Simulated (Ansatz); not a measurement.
**AgI2 in Ansatz: convergence with k mesh**

The system is AgI2.

```xyz
3
Lattice="4.2857 0.0000 0.0000 0.0000 4.2857 0.0000 0.0000 0.0000 6.3548" Properties=species:S:1:pos:R:3 pbc="T T T"
I     0.0000    2.1429    1.4123
I     2.1429    0.0000    4.9425
Ag    0.0000    0.0000    3.1774
```

The cell comes from a database or a generator and needn't be the stable form of this composition.

```yaml
Program: Ansatz 0.2.0
Task: convergence study
Functional: r2SCAN
Potentials_or_basis: Ansatz PAW
Cutoff: "500 eV (not typed: the program's choice for these potentials)"
k_mesh: 2 × 2 × 2
Occupations: methfessel-paxton, width 0.05 eV
Spin: spin-orbit coupling, no magnetisation
```

These are the settings of the first run; the series varies k mesh, with any setting tied to it.

Hardware: 2 threads of Arm Neoverse V2 (shared host).

| k mesh | energy less the tightest run, at zero smearing (meV/atom) | pressure (GPa) | largest force (eV/Å) | SCF cycles | CPU time (s) | peak memory (GiB) |
| --- | --- | --- | --- | --- | --- | --- |
| 2 × 2 × 2 | 96.41 | 0.48 | 0.107 | 9 | 21 | 0.86 |
| 3 × 3 × 2 | 1.98 | -0.52 | 0.193 | 9 | 28 | 0.92 |
| 4 × 4 × 3 | -2.31 | -0.63 | 0.032 | 9 | 48 | 0.99 |
| 5 × 5 × 3 | -4.90 | -0.67 | 0.061 | 9 | 49 | 0.98 |
| 6 × 6 × 4 | 2.20 | -0.65 | 0.096 | 11 | 120 | 1.2 |
| 7 × 7 × 5 | 0.21 | -0.64 | 0.087 | 11 | 130 | 1.2 |
| 9 × 9 × 6 | -0.19 | -0.64 | 0.075 | 11 | 250 | 1.5 |
| 10 × 10 × 7 | 0.00 | -0.64 | 0.085 | 11 | 360 | 1.7 |

Against the tightest run, the energy stays within 1 meV/atom from 7 × 7 × 5 on; the pressure stays within 0.1 GPa from 4 × 4 × 3 on. Not settled before the last step: the largest force (to 0.005 eV/Å). Meshes of other sizes hit other points, so gaps and Fermi surfaces needn't settle smoothly. The tightest run that finished is the yardstick and may itself not be fully converged.

Caveat, for the tightest run too: the PAW data sets come from PBE, with cores solved anew for the run's functional, which leaves a small shift of forces and pressure.
